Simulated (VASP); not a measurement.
Set up this calculation in VASP 6.6.1, as the native input.

```
Task                   : relaxation of cell and atoms
Functional             : PBE
Potentials or basis    : VASP PAW PBE potentials, release 64 (W_sv)
Cutoff                 : 520 eV
k mesh                 : 18 × 18 × 18
Occupations            : gaussian, width 0.3 eV
Spin                   : no spin polarisation
Further INCAR settings : ALGO = Normal; EDIFF = 1e-07; IBRION = 2; EDIFFG = -0.002; NSW = 80; ISIF = 3
```

The structure of W lies in POSCAR:

```
W
1.0
   -1.5823450000      1.5823450000      1.5823450000
    1.5823450000     -1.5823450000      1.5823450000
    1.5823450000      1.5823450000     -1.5823450000
W
1
Direct
    0.0000000000      0.0000000000      0.0000000000
```

The input as run:

INCAR

```
PREC = Accurate
ENCUT = 520
EDIFF = 1E-7
ISMEAR = 0
SIGMA = 0.3
LREAL = F
LASPH = T
NELM = 60
ALGO = Normal
ISIF = 3
LWAVE = F
LCHARG = F
GGA = PE
IBRION = 2
NSW = 80
EDIFFG = -0.002
```

KPOINTS

```
Automatic mesh
0
Gamma
  18 18 18
```

Potentials or basis: VASP PAW PBE potentials, release 64 (W_sv).

Run with:

```sh
$ cat potpaw_PBE.64/W_sv/POTCAR > POTCAR
$ mpirun -np 1 vasp_std > vasp.out
```

It gave:

```
Relaxed volume                         : 16.17 Å³/atom
Relaxed cell                           : a = 2.759 Å, b = 2.759 Å, c = 2.759 Å, α = 109.47°, β = 109.47°, γ = 109.47°
Space group after relaxing (to 0.05 Å) : Im-3m (No. 229)
Energy gained by relaxing              : 6.1 meV/atom
Ionic steps                            : 15
Pressure after relaxing                : 0.0 GPa
Band gap on the k mesh                 : none (metal or under the smearing width)
```

Wall time 54 s on 1 thread of Intel(R) Xeon(R) 6975P-C (Granite Rapids), on a shared host, peak memory 0.16 GiB.
